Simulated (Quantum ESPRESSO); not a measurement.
Runs of Quantum ESPRESSO 7.5 on PbSe (Clausthalite). It takes space group Fm-3m (No. 225, cubic). Conventional cell: a = 6.121 Å, b = 6.121 Å, c = 6.121 Å, α = 90.00°, β = 90.00°, γ = 90.00°. Around Pb (site symmetry m-3m) lie 6 Se at 3.06 Å. Se (site symmetry m-3m) has 6 Pb at 3.06 Å as nearest neighbours. 

```csv
level,gap on the mesh (eV),pressure (GPa)
PBE,(b),(a)
PBEsol,0.14,-0.2
AM05,0.19,0.3
rev-vdW-DF2,0.23,1.4
RPBE,0.40,4.2
```

Alike in all rows: task band structure; potentials or basis SG15 PBE 1.2; no spin polarisation; cell as given; k mesh 8 × 8 × 8; cutoff (eV) 952; smearing fermi-dirac 0.05 eV.

Fill in the values left out.

(a) 2.4; (b) 0.28.

Caveats: spin-orbit coupling is left out, which as a rule narrows the gap of such compounds by several tenths of an eV; the potentials were made for another functional, which shifts forces and pressure (some runs).

A k mesh can miss the band edges, and the runs leave out spin-orbit coupling on Pb, Se.
